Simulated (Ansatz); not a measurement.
**Ansatz 0.2.0, single run: TiO2**

The command:

```bash
ansatz run input.yaml --threads 1 --pin off --max-ram 2560MiB --backend cpu --events-out ev --progress --plain --runs-dir out
```

Input:

```yaml
crystal:
  lattice:
    - [-1.90107853, 1.83976889, 4.72655081]
    - [1.95147082, -1.9602629, 4.79447407]
    - [1.90402438, 1.96320875, -4.77444433]
  atoms:
    - { symbol: Ti, position: [0.01502714, 0.00348782, 0.02406356] }
    - { symbol: Ti, position: [0.76689853, 0.28133843, 0.53452319], spin: 0.4 }
    - { symbol: O, position: [0.18118365, 0.18828667, 0.02087722] }
    - { symbol: O, position: [0.93865167, 0.44554221, 0.51572351] }
    - { symbol: O, position: [0.53919242, 0.07318381, 0.46124793] }
    - { symbol: O, position: [0.79562453, 0.82729143, 0.96536133] }
kpoints:
  mp_grid: { grid: [5, 5, 7], shift: [0.5, 0.0, 0.5] }
magnetization:
  spin_polarized: true
scf:
  occupations: { method: fermi_dirac }
  max_iter: 2
hamiltonian:
  pseudopotentials: { kind: paw }
  xc: r2scan
total_charge: -1
basis:
  ecutwfc: 500
output:
  forces: true
  stress: true
  eigenvalues: true
```

Origin of the cell: a strained cell with displaced atoms, so it need not be a known compound.

The smearing width isn't typed, so it takes its default of 0.1 eV.

Output (shortened):

```
SCF iter   1: F=—  HF=-7277.202327 eV  Δρ=4.39e-2  dr2=5.18e0  dr2_τ=3.15e-1  dr2_m=1.76e-2  M=0.313 μB ∫|m|=0.367 μB
SCF iter   2: F=—  HF=-7276.430399 eV  Δρ=2.80e-2  dr2=1.87e0  dr2_τ=1.77e-2  dr2_m=2.60e-2  M=0.502 μB ∫|m|=0.524 μB  κ⁻¹=1.0e0(r=1)
Error: did not converge after 2 iterations: dr2 = 1.87e0 (threshold 1.00e-7), under the density mixer `broyden`, which `scf.mixing.algorithm: auto` chose by the deck's other keys (type `scf.mixing.algorithm: broyden` to keep it); […]
```

Question: What went wrong?

Answer: It holds too few SCF iterations: `scf.max_iter` typed as 2. The calculation stopped without meeting its thresholds.

Time: 38 s of wall time on 1 CPU thread(s) of a shared host, from the program's own first density.
